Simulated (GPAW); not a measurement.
# Co (P6_3/mmc) in GPAW: a series of runs

The runs below take Co through single point, with PBE.

Everything below comes from runs of GPAW 26.7.0. Logs are shortened: lines on timing, memory, paths and dates and some standing lists are left out, and cuts for length are marked. The log counts tension as positive stress, the text compression.

### 1 The structure

Symmetry: P6_3/mmc, No. 194, hexagonal system. Conventional cell: a = 2.472 Å, b = 2.472 Å, c = 4.021 Å, α = 90.00°, β = 90.00°, γ = 120.00°. Co (site symmetry -6m2) has 12 Co at 2.47 Å as nearest neighbours.

### 2 Single point, PBE, collinear spin, ferromagnetic start

The input, run.py:

```python
from ase.dft.bandgap import bandgap
from ase.io import read, write
from ase.units import Bohr, GPa
from gpaw import GPAW, PW
from gpaw.elf import elf_from_dft_calculation

atoms = read('Co.xyz')
atoms.set_initial_magnetic_moments([2.0, 2.0])

calc = GPAW(mode=PW(600),
            xc='PBE',
            kpts={'size': (12, 12, 7), 'gamma': True},
            occupations={'name': 'methfessel-paxton', 'order': 0, 'width': 0.017},
            nbands=21,
            convergence={'density': 1e-05, 'energy': 1e-05},
            maxiter=150,
            txt='gpaw.txt')
atoms.calc = calc
energy = atoms.get_potential_energy()
forces = atoms.get_forces()
stress = atoms.get_stress()
calc.write('gs.gpw')
write('result.traj', atoms)
print(f'Energy: {energy:.6f} eV')
print('Forces (eV/A):')
print(forces.round(4))
print('Stress (GPa):', (stress / GPa).round(3))
print('Moments:', calc.get_magnetic_moments().round(3))
print('Fermi level:', round(calc.get_fermi_level(), 4), 'eV')
print(f'Gap: {bandgap(calc)[0]:.4f} eV, direct: {bandgap(calc, direct=True)[0]:.4f} eV')

# fields on the real-space grid
write('density.cube', atoms, data=calc.get_pseudo_density() * Bohr**3)
write('potential.cube', atoms, data=calc.get_electrostatic_potential())
write('spin.cube', atoms, data=(calc.get_pseudo_density(spin=0) - calc.get_pseudo_density(spin=1)) * Bohr**3)
write('elf.cube', atoms, data=elf_from_dft_calculation(calc).data)
```

The input, Co.xyz:

```xyz
2
Lattice="2.4719999032 0.0000000000 0.0000000000 -1.2359999516 2.1408147143 0.0000000000 0.0000000000 0.0000000000 4.0211440800" Properties=species:S:1:pos:R:3 pbc="T T T"
Co     1.2359999517      0.7136049047      3.0158580600
Co    -0.0000000001      1.4272098096      1.0052860200
```

Potentials or basis: GPAW PAW data sets (gpaw-data 1.2.1), pw.

The run is started by

```console
$ OMP_NUM_THREADS=1 python run.py
```

gpaw.txt:

```text
__  _  _
 | _ |_)|_||  |
 |__||  | ||/\| - 26.7.0

Input parameters:
  mode=PW(ecut=600.0),
  convergence={'density': 1e-05, 'energy': 1e-05},
  kpts=MonkhorstPack(size=(12, 12, 7), gamma=True),
  maxiter=150,
  nbands=21,
  occupations=Occupations(name='methfessel-paxton', order=0, width=0.017),
  xc=XC(name='PBE')

Diagonalizing LCAO Hamiltonian
Converting LCAO to pw mode

          Co

        Co

Atoms  # Å, Bohr magnetons
|   | symbol |         x |        y |        z |    initial magnetic moments |
|---|--------|-----------|----------|----------|-----------------------------|
| 0 |     Co |  1.236000 | 0.713605 | 3.015858 | ( 0.0000,  0.0000,  2.0000) |
| 1 |     Co | -0.000000 | 1.427210 | 1.005286 | ( 0.0000,  0.0000,  2.0000) |

Unit cell  # Å
| periodic |         x |        y |        z |  lengths |     angles |
|----------|-----------|----------|----------|----------|------------|
|      yes |  2.472000 | 0.000000 | 0.000000 | 2.472000 |  90.000000 |
|      yes | -1.236000 | 2.140815 | 0.000000 | 2.472000 |  90.000000 |
|      yes |  0.000000 | 0.000000 | 4.021144 | 4.021144 | 120.000000 |

Number of symmetries: 12
Symmetry operations  # r_c * U_cc + t_c -> r_c
|    | kind |            matrix            |
|----|------|------------------------------|
|  0 |  σ   |  1, 1, 0,  0,-1, 0,  0, 0, 1 |
|  1 |  S6  |  1, 1, 0, -1, 0, 0,  0, 0,-1 |
|  2 |  E   |  1, 0, 0,  0, 1, 0,  0, 0, 1 |
|  3 |  C2  |  1, 0, 0, -1,-1, 0,  0, 0,-1 |
|  4 |  C2  |  0, 1, 0,  1, 0, 0,  0, 0,-1 |
|  5 |  C3  |  0, 1, 0, -1,-1, 0,  0, 0, 1 |
|  6 |  S6  |  0,-1, 0,  1, 1, 0,  0, 0,-1 |
|  7 |  σ   |  0,-1, 0, -1, 0, 0,  0, 0, 1 |
|  8 |  σ   | -1, 0, 0,  1, 1, 0,  0, 0, 1 |
|  9 |  i   | -1, 0, 0,  0,-1, 0,  0, 0,-1 |
| 10 |  C3  | -1,-1, 0,  1, 0, 0,  0, 0, 1 |
| 11 |  C2  | -1,-1, 0,  0, 1, 0,  0, 0,-1 |

BZ-sampling:
  Number of BZ points: 1008
  Number of IBZ points: 112

  Monkhorst-Pack size: [12, 12, 7]
  Monkhorst-Pack shift: [0.041666666666666664, 0.041666666666666664, 0.0]

K-points  # in reciprocal-cell coordinates
|     |                                coordinates |     weight |
|-----|--------------------------------------------|------------|
|   0 | ( -0.00000000,  -0.00000000,   0.00000000) | 0.00099206 |
|   1 | ( -0.00000000,  -0.00000000,   0.14285714) | 0.00198413 |
|   2 | ( -0.00000000,  -0.00000000,   0.28571429) | 0.00198413 |
|   3 | ( -0.00000000,  -0.00000000,   0.42857143) | 0.00198413 |
|   4 | (  0.08333333,  -0.00000000,  -0.42857143) | 0.00595238 |
|   5 | (  0.08333333,  -0.00000000,  -0.28571429) | 0.00595238 |
|   6 | (  0.08333333,  -0.00000000,  -0.14285714) | 0.00595238 |
|   7 | (  0.08333333,  -0.00000000,   0.00000000) | 0.00595238 |
|   8 | (  0.08333333,  -0.00000000,   0.14285714) | 0.00595238 |
|   9 | (  0.08333333,  -0.00000000,   0.28571429) | 0.00595238 |
| ... |                                            |            |
| 111 | (  0.50000000,   0.50000000,   0.42857143) | 0.00595238 |

Plane wave coefficients: 744
Cutoff: 600.0 eV

Spin-components: 2 (collinear spins)
Bands:           21
Projectors:      12
Spin-degeneracy: 1
Datatype:        complex128

Parallelization:
  kpt:    1
  domain: 1
  band:   1

Density:
  Valence electrons: 18.0
  Components: 2
  Grid points: [14 14 24]
  Charge: 0.0  # |e|

Potential:
  Grid points: [14 14 24]

species:
  Co:
    name:    Cobalt
    Z:       27.0
    valence: 9
    core:    18
    charge:  0.0  # [|e|]
    compensation charges:
      type: gauss
      rc: 0.32  # [Å]
      lmax: 2
    cutoffs:
      filter: 1.87  # [Å]
      core: 2.55  # [Å]
    projectors
    | kind |    occ | energy [eV] | rcut [Å] |
    |------|--------|-------------|----------|
    |   4s |  2.000 |      -5.469 |    1.005 |
    |   4p |  0.000 |      -1.277 |    1.058 |
    |   3d |  7.000 |      -8.205 |    1.005 |
    |    s |        |      21.742 |    1.005 |
    |    p |        |      25.934 |    1.058 |
    |    d |        |      19.007 |    1.005 |

    Using partial waves for Co as LCAO basis

Reference energy: -75805.419811  # eV

eigensolver:
  PPCG
  Converge bands: occupied
  niter=2

density mixing:
  MSR1-Mixer
  Pratt-step length: 0.05
  Maximum mixing coefficient: 0.75
  Old densities: 10
  SVD Regularization: 0.005
  Good broyden scale: 1.0
  Trust region scale: 1.0
  Backstep threshold: 4.0
  History deletion threshold: 6.0
  Fourier metric: weight=20.0, sigma=0.015

occupation numbers:
  Methfessel-Paxton:
    width: 0.0170  # eV
    order: 0

poisson solver:
  ecut: 4800.0  # eV

xc functional:
  name: PBE with 2 nearest neighbor stencil

convergence criteria:
- Maximum integral of absolute [dens]ity change: 1e-05 electrons / valence electron
- Maximum [total energy] change in last 3 cyles: 1e-05 eV / valence electron
- Maximum integral of absolute [eigenst]ate change: 4e-08 eV^2 / valence electron
maximum number of iterations: 150

SCF iterations
|iter     | |      energy | eigst |  dens |  magmom |
|---------|-|-------------|-------|-------|---------|
|iter:   1| |  -16.457883 | +0.28 |       |  +4.0063|
|iter:   2| |  -16.450106 | -2.14 | -1.19 |  +3.9732|
|iter:   3| |  -16.478604 | -2.74 | -1.23 |  +3.7174|
|iter:   4| |  -16.511187 | -3.65 | -1.48 |  +3.5430|
|iter:   5| |  -16.536853 | -3.42 | -1.67 |  +3.2800|
|iter:   6| |  -16.538331 | -4.61 | -2.30 |  +3.2217|
|iter:   7| |  -16.538560 | -5.05 | -2.71 |  +3.2067|
|iter:   8| |  -16.538570 | -6.35 | -3.23 |  +3.2118|
|iter:   9| |  -16.538576c| -7.18 | -3.52 |  +3.2159|
|iter:  10| |  -16.538576c| -7.52c| -4.36 |  +3.2163|
|iter:  11| |  -16.538576c| -8.19c| -4.82 |  +3.2164|
|iter:  12| |  -16.538576c| -8.61c| -5.33c|  +3.2164|

Converged in 12 steps
Energy contributions relative to reference atoms: (reference = -75805.419811)

Energy contributions:
  Kinetic:          21.409688
  Coulomb:         -17.510353
  Zero:             -0.087950
  External:          0.000000
  Xc:              -20.349813
  Entropy:          -0.000298
  Spinorbit:         0.000000
  ----------------------------
  Free energy:     -16.538725
  Extrapolated:    -16.538576

dipole moment: (-0.000001, -0.000002, -0.000003)  # |e|*Ang

Total magnetic moment: (0.000000, 0.000000, 3.216372)

Local magnetic moments
|        x |        y |        z |
|----------|----------|----------|
| 0.000000 | 0.000000 | 1.680883 |  # Co   0
| 0.000000 | 0.000000 | 1.680883 |  # Co   1

Fermi level: 10.931
Eigenvalues  # (at kpt = [-0.000, -0.000, 0.000])
| band index |      eig [eV] | occ [0-1] |      eig [eV] | occ [0-1] |
|------------|---------------|-----------|---------------|-----------|
|          0 |         1.771 |     1.000 |         1.763 |     1.000 |
|        ... |               |           |               |           |
|          3 |         8.311 |     1.000 |         9.958 |     1.000 |
|          4 |         8.311 |     1.000 |         9.958 |     1.000 |
|          5 |         8.630 |     1.000 |        10.332 |     1.000 |
|          6 |         8.630 |     1.000 |        10.332 |     1.000 |
|          7 |         9.021 |     1.000 |        10.572 |     1.000 |
|          8 |         9.021 |     1.000 |        10.792 |     1.000 |
[... 8 lines left out ...]
|         17 |        36.638 |     0.000 |        36.354 |     0.000 |
|         18 |        37.020 |     0.000 |        37.358 |     0.000 |
|        ... |               |           |               |           |
|         20 |        40.779 |     0.000 |        41.774 |     0.000 |

No gap
No difference between direct/indirect transitions

Forces  # eV/Ang
|        x |        y |        z |
|----------|----------|----------|
| -0.00000 |  0.00000 | -0.00003 |  # Co   0
| -0.00000 | -0.00000 |  0.00003 |  # Co   1

Stress tensor  # eV/Ang^3
|         x |         y |         z |
|-----------|-----------|-----------|
| -0.037228 |  0.000000 |  0.000000 |
|  0.000000 | -0.037228 | -0.000000 |
|  0.000000 | -0.000000 | -0.015508 |

# Writing to gs.gpw (mode='')
```

Run time: 24 s. Hardware: 1 thread of AMD EPYC 9R45 (Zen 5), shared host; peak memory 0.2 GiB.

Results:

* Free energy: -16.5387 eV
* Pressure: 4.8 GPa
* Band gap on the k mesh: none (metal or under the smearing width)
* Net moment: 3.22 μB per cell
* Site moments: Co +1.68 μB

Stress tensor (GPa, compression positive):
```
5.96 0.00 0.00
0.00 5.96 0.00
0.00 0.00 2.48
```

### 3 Single point, PBE, collinear spin, ferromagnetic start

run.py, as its differences from that of step 2:

```diff
@@ -1,3 +1,4 @@
+from ase import Atoms
 from ase.dft.bandgap import bandgap
-from ase.io import read, write
+from ase.io import write
 from ase.units import Bohr, GPa
@@ -6,3 +7,9 @@
 
-atoms = read('Co.xyz')
+atoms = Atoms(['Co', 'Co'],
+              cell=[[2.4719999032, 0.0, 0.0],
+                    [-1.2359999516, 2.1408147143, 0.0],
+                    [0.0, 0.0, 4.02114408]],
+              scaled_positions=[[0.6666666667, 0.3333333333, 0.75],
+                                [0.3333333333, 0.6666666667, 0.25]],
+              pbc=True)
 atoms.set_initial_magnetic_moments([2.0, 2.0])
@@ -12,3 +19,3 @@
             kpts={'size': (12, 12, 7), 'gamma': True},
-            occupations={'name': 'methfessel-paxton', 'order': 0, 'width': 0.017},
+            occupations={'name': 'methfessel-paxton', 'order': 0, 'width': 0.018000000000000002},
             nbands=21,
```

Potentials or basis: GPAW PAW data sets (gpaw-data 1.2.1), pw.

The run is started by

```console
$ OMP_NUM_THREADS=1 python run.py
```

Wall time 26 s (1 thread of AMD EPYC 9R45 (Zen 5), shared host); peak memory 0.2 GiB.

The run converged. Its results:

```
Free energy            : -16.5387 eV
Pressure               : 4.8 GPa
Band gap on the k mesh : none (metal or under the smearing width)
Net moment             : 3.22 μB per cell
Site moments           : Co +1.68 μB
```

Stress tensor (GPa, compression positive):
```
5.95 0.00 0.00
0.00 5.95 0.00
0.00 0.00 2.49
```

Levels at points of the mesh, in eV from the Fermi level:
Spin up:
| k point | band 8 | band 9 | band 10 | band 11 | band 12 | band 13 | band 14 | band 15 |
| --- | --- | --- | --- | --- | --- | --- | --- | --- |
| (0.00, 0.00, 0.00) | -1.91 | -1.91 | -0.78 | -0.78 | -0.28 | 6.41 | 22.35 | 24.93 |
| (0.50, 0.50, 0.00) | -0.63 | -0.56 | -0.48 | 1.34 | 3.40 | 9.74 | 10.41 | 12.82 |
Spin down:
| k point | band 4 | band 5 | band 6 | band 7 | band 8 | band 9 | band 10 | band 11 |
| --- | --- | --- | --- | --- | --- | --- | --- | --- |
| (0.00, 0.00, 0.00) | -0.97 | -0.97 | -0.60 | -0.60 | -0.36 | -0.14 | -0.14 | 1.11 |
| (0.50, 0.50, 0.00) | -1.96 | -1.12 | -1.10 | -0.65 | 1.27 | 1.37 | 1.44 | 2.62 |

### 4 Single point, PBE, collinear spin, ferromagnetic start

The input, run.py:

```python
from ase.dft.bandgap import bandgap
from ase.io import read, write
from ase.units import GPa
from gpaw import GPAW, PW

atoms = read('Co.xyz')
atoms.set_initial_magnetic_moments([2.0, 2.0])

calc = GPAW(mode=PW(600),
            xc='PBE',
            kpts={'size': (12, 12, 7), 'gamma': True},
            occupations={'name': 'methfessel-paxton', 'order': 0, 'width': 0.019000000000000003},
            nbands=21,
            convergence={'density': 1e-05, 'energy': 1e-05},
            maxiter=150,
            txt='gpaw.txt')
atoms.calc = calc
energy = atoms.get_potential_energy()
forces = atoms.get_forces()
stress = atoms.get_stress()
calc.write('gs.gpw')
write('result.traj', atoms)
print(f'Energy: {energy:.6f} eV')
print('Forces (eV/A):')
print(forces.round(4))
print('Stress (GPa):', (stress / GPa).round(3))
print('Moments:', calc.get_magnetic_moments().round(3))
print('Fermi level:', round(calc.get_fermi_level(), 4), 'eV')
print(f'Gap: {bandgap(calc)[0]:.4f} eV, direct: {bandgap(calc, direct=True)[0]:.4f} eV')
```

Co.xyz is that of step 2.

The run is started by

```console
$ OMP_NUM_THREADS=1 python run.py
```

It took 25 s on 1 thread of AMD EPYC 9R45 (Zen 5), shared host; peak memory 0.2 GiB.

Results (log left out):

- Free energy: -16.5388 eV
- Pressure: 4.8 GPa
- Band gap on the k mesh: none (metal or under the smearing width)
- Net moment: 3.22 μB per cell
- Site moments: Co +1.68 μB

Stress tensor (GPa, compression positive):
```
5.95 0.00 0.00
0.00 5.95 0.00
0.00 0.00 2.50
```

Levels at points of the mesh, in eV from the Fermi level:
Spin up:
```tsv
k point	band 9	band 10	band 11	band 12	band 13	band 14
(0.00, 0.00, 0.00)	-1.91	-0.78	-0.78	-0.28	6.41	22.35
(0.50, 0.50, 0.00)	-0.56	-0.48	1.34	3.40	9.74	10.41
```
Spin down:
```
           k point  band 3  band 4  band 5  band 6  band 7  band 8  band 9  band 10  band 11  band 12
(0.00, 0.00, 0.00)   -1.04   -0.97   -0.97   -0.60   -0.60   -0.36   -0.14    -0.14     1.11     1.11
(0.50, 0.50, 0.00)   -3.37   -1.96   -1.12   -1.10   -0.65    1.27    1.37     1.44     2.62     4.40
```

### 5 Summary

| smearing | gap on the mesh (eV) | pressure (GPa) | moment (μB) |
| --- | --- | --- | --- |
| gaussian 0.017 eV | none | 4.8 | 3.22 |
| gaussian 0.018 eV | none | 4.8 | 3.22 |
| gaussian 0.019 eV | none | 4.8 | 3.22 |

Alike in all rows: task single point; level PBE; potentials or basis GPAW PAW data sets (gpaw-data 1.2.1), pw; spin collinear, ferromagnetic start; cell as given; k mesh 12 × 12 × 7; cutoff (eV) 600.

Every run on the cell as given and a fine mesh finds a metal.

Absolute energies hang on the potentials; compare differences alone.
